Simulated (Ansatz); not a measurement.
The calculation used Ansatz 0.2.0, DFT PBE, scalar-relativistic, plane waves, PAW. Settings: cutoff 420 eV, Γ-centred meshes spaced at most about 0.3 Å⁻¹, and about 0.25 Å⁻¹ or finer for metals (2π included), Gaussian smearing. No spin polarisation.

These are static total energies at zero pressure.

Question: Which of these relaxed structures of NaH₄ is the lowest in energy?
1.

Space group I4/mmm (No. 139). a = 5.273 Å, b = 5.273 Å, c = 4.618 Å, α = 90.00°, β = 90.00°, γ = 90.00°
```
atom  site  symmetry       x       y       z
  Na    2a     4/mmm  0.0000  0.0000  0.0000
   H    8j      m2m. 0.0748  0.5000  0.0000
```

2.

Space group P6/mmm (No. 191). a = 4.219 Å, b = 4.219 Å, c = 6.132 Å, α = 90.00°, β = 90.00°, γ = 120.00°
```json
{"atom": "Na", "site": "1a", "symmetry": "6/mmm", "x": "0.0000", "y": "0.0000", "z": "0.0000"}
{"atom": "H", "site": "4h", "symmetry": "3m.", "x": "0.3333", "y": "0.6667", "z": "0.4383"}
```

Answer: 2. The other, cell 1, lies 56 meV/atom higher. Counting H atoms around Na (those within 1.25 times the shortest such distance or 1.15 times the sum of covalent radii; a plus sign parts nearer from farther groups; the shortest distance is added where it is long for a bond): cell 2 has Na 12+12 from 3.6 Å; cell 1 has Na 8+8. Cell 2 and cell 1 both hold H–H pairs as short as in free H₂ molecules. Both come from invented guesses. Even the lowest of the cells shown lies +0.09 eV/atom against the elements.

Weakly bound directions are ill-defined at this level, which has no dispersion term (P6/mmm, I4/mmm), and this can change margins and order among such cells. With hydrogen, zero-point motion can shift such differences by 10 meV/atom or more. Cells relaxed within their symmetry can be saddle points. Some candidate types were left out of the draw beforehand, so a known form may be missing.
